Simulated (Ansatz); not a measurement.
# HfO2 (P4_2/nmc) in Ansatz: further runs, part 2 of 2

Ansatz 0.2.0. The steps go on from the part before.

**3. Relaxation of cell and atoms, RPBE+D4**

Input file input.yaml:

```yaml
crystal:
  lattice:
    - [3.55801933, 0.0, 0.0]
    - [0.0, 3.55801933, 0.0]
    - [0.0, 0.0, 5.17186121]
  atoms:
    - { symbol: Hf, position: [0.0, 0.0, 0.0] }
    - { symbol: Hf, position: [0.5, 0.5, 0.5] }
    - { symbol: O, position: [0.0, 0.5, 0.19720788] }
    - { symbol: O, position: [0.5, 0.0, 0.30279212] }
    - { symbol: O, position: [0.5, 0.0, 0.80279212] }
    - { symbol: O, position: [0.0, 0.5, 0.69720788] }
hamiltonian:
  xc: rpbe
  pseudopotentials: { kind: paw }
  dispersion: d4
kpoints:
  mp_grid: { grid: [8, 8, 5] }
scf:
  occupations: { method: fermi_dirac, width: 0.05 }
output:
  forces: true
  stress: true
  write_density: true
  write_potential: true
  elf: true
  volumetric_format: npy
relax:
  f_tol: 0.01
  max_steps: 40
  cell: { stress_tol: 0.05 }
```

Potentials or basis: Ansatz PAW.

Launch:

```console
$ ansatz run input.yaml --threads 2 --pin off --max-ram 5632MiB --backend cpu --events-out ev --progress --plain --runs-dir out
```

Wall time 18 s (2 threads of Intel Xeon Platinum 8488C (Sapphire Rapids), shared host); peak memory 0.51 GiB.

It converged, with:

```
Free energy                            : -33756.9116 eV
Relaxed volume                         : 11.29 Å³/atom
Relaxed cell                           : a = 3.594 Å, b = 3.594 Å, c = 5.244 Å, α = 90.00°, β = 90.00°, γ = 90.00°
Space group after relaxing (to 0.05 Å) : P4_2/nmc (No. 137)
Energy gained by relaxing              : 7.9 meV/atom
Ionic steps                            : 7
Pressure after relaxing                : 0.0 GPa
Band gap on the k mesh                 : 4.79 eV, indirect (least direct gap 4.85 eV)
```

Step by step:
| step | energy change (eV) | largest force (eV/Å) | volume (Å³) |
| --- | --- | --- | --- |
| 1 | 0.0000 | 0.1019 | 65.47 |
| 2 | -0.0341 | 0.0482 | 67.83 |
| 3 | -0.0364 | 0.0251 | 67.56 |
| 4 | -0.0364 | 0.0034 | 67.62 |
| 5 | -0.0474 | 0.0025 | 67.62 |
| 6 | -0.0470 | 0.0007 | 67.74 |
| 7 | -0.0474 | 0.0006 | 67.74 |

Final structure:
```
Hf O
1.0
     3.59404    0.00000    0.00000
     0.00000    3.59404    0.00000
     0.00000    0.00000    5.24392
Hf O
2 4
Direct
  0.00000 0.00000 0.00000
  0.50000 0.50000 0.50000
  0.00000 0.50000 0.19395
  0.50000 0.00000 0.30605
  0.50000 0.00000 0.80605
  0.00000 0.50000 0.69395
```

Levels at points of the mesh, in eV from the valence-band top:
```
             k point  band 35  band 36  band 37  band 38  band 39  band 40  band 41  band 42
  (0.00, 0.00, 0.00)    -0.74    -0.14    -0.06    -0.06     4.79     4.82     6.00     6.13
 (0.00, -0.50, 0.00)    -1.36    -1.36    -0.15    -0.15     5.17     5.17     6.13     6.13
(-0.50, -0.50, 0.00)    -0.73    -0.73    -0.58    -0.58     5.85     5.85     6.11     6.11
```

Caveat: odd divisions of the mesh miss points on the zone boundary, where band edges often lie, so the gap on the mesh can be too wide; the plane-wave basis is chosen anew once the cell has moved, so the energies of steps on either side of that aren't comparable; the pressure holds a Pulay correction of +0.7 GPa for the finite cutoff; spin-orbit coupling is left out, which moves the levels of the heavy elements; the PAW data sets come from PBE, with cores solved anew for the run's functional, which leaves a small shift of forces and pressure.

**4. Relaxation of cell and atoms, revPBE**

input.yaml: that of step 3 with these lines changed.

```diff
@@ -13,5 +13,4 @@
 hamiltonian:
-  xc: rpbe
+  xc: revpbe
   pseudopotentials: { kind: paw }
-  dispersion: d4
 kpoints:
```

Launch:

```console
$ ansatz run input.yaml --threads 2 --pin off --max-ram 5632MiB --backend cpu --events-out ev --progress --plain --runs-dir out
```

Wall time 13 s (2 threads of AMD EPYC 9R45 (Zen 5), shared host); peak memory 0.47 GiB.

Results (log left out):

```yaml
Free_energy: -33745.5690 eV
Relaxed_volume: 11.64 Å³/atom
Relaxed_cell: a = 3.623 Å, b = 3.623 Å, c = 5.321 Å, α = 90.00°, β = 90.00°, γ = 90.00°
Space_group_after_relaxing_to_0.05_Å: P4_2/nmc (No. 137)
Energy_gained_by_relaxing: 27.0 meV/atom
Ionic_steps: 9
Pressure_after_relaxing: 0.0 GPa
Band_gap_on_the_k_mesh: 4.73 eV, indirect (least direct gap 4.78 eV)
```

The path:
```
step  energy change (eV)  largest force (eV/Å)  volume (Å³)
   1              0.0000                0.1576        65.47
   2             -0.1269                0.1229        69.91
   3             -0.1347                0.0629        69.37
   4             -0.1362                0.0104        69.52
   5             -0.1362                0.0002        69.56
   6             -0.1613                0.0017        69.56
   7             -0.1608                0.0010        69.79
   8             -0.1606                0.0002        69.83
   9             -0.1618                0.0002        69.83
```

Final structure:
```xyz
6
Lattice="3.6226 0.0000 0.0000 0.0000 3.6226 0.0000 0.0000 0.0000 5.3209" Properties=species:S:1:pos:R:3 pbc="T T T"
Hf    0.0000    0.0000    0.0000
Hf    1.8113    1.8113    2.6604
O     0.0000    1.8113    1.0067
O     1.8113    0.0000    1.6537
O     1.8113    0.0000    4.3141
O     0.0000    1.8113    3.6672
```

Levels at points of the mesh, in eV from the valence-band top:
| k point | band 36 | band 37 | band 38 | band 39 | band 40 | band 41 |
| --- | --- | --- | --- | --- | --- | --- |
| (0.00, 0.00, 0.00) | -0.17 | -0.05 | -0.05 | 4.73 | 4.75 | 5.85 |
| (0.00, -0.50, 0.00) | -1.31 | -0.16 | -0.16 | 5.08 | 5.08 | 6.01 |
| (-0.50, -0.50, 0.00) | -0.73 | -0.68 | -0.68 | 5.78 | 5.78 | 6.04 |

Caveat: odd divisions of the mesh miss points on the zone boundary, where band edges often lie, so the gap on the mesh can be too wide; the plane-wave basis is chosen anew once the cell has moved, so the energies of steps on either side of that aren't comparable; the pressure holds a Pulay correction of +0.7 GPa for the finite cutoff; spin-orbit coupling is left out, which moves the levels of the heavy elements; the PAW data sets come from PBE, with cores solved anew for the run's functional, which leaves a small shift of forces and pressure. As with any semilocal functional, this revPBE gap is likely too small.

**5. The runs side by side**

| level | gap on the mesh (eV) | pressure (GPa) | relaxed volume (Å³/atom) |
| --- | --- | --- | --- |
| RPBE+D3(BJ) | 4.60 | 0.0 | 10.42 |
| RPBE+D4 | 4.79 | 0.0 | 11.29 |
| revPBE | 4.73 | 0.0 | 11.64 |

Alike in all rows: task relaxation of cell and atoms; potentials or basis Ansatz PAW; no spin polarisation; cell relaxed; k mesh 8 × 8 × 5; cutoff (eV) 420; smearing fermi-dirac 0.05 eV.

Caveats: odd divisions of the mesh miss points on the zone boundary, where band edges often lie, so the gap on the mesh can be too wide; the plane-wave basis is chosen anew once the cell has moved, so the energies of steps on either side of that aren't comparable; spin-orbit coupling is left out, which moves the levels of the heavy elements; the PAW data sets come from PBE, with cores solved anew for the run's functional, which leaves a small shift of forces and pressure.

Absolute energies hang on the potentials; compare differences alone.
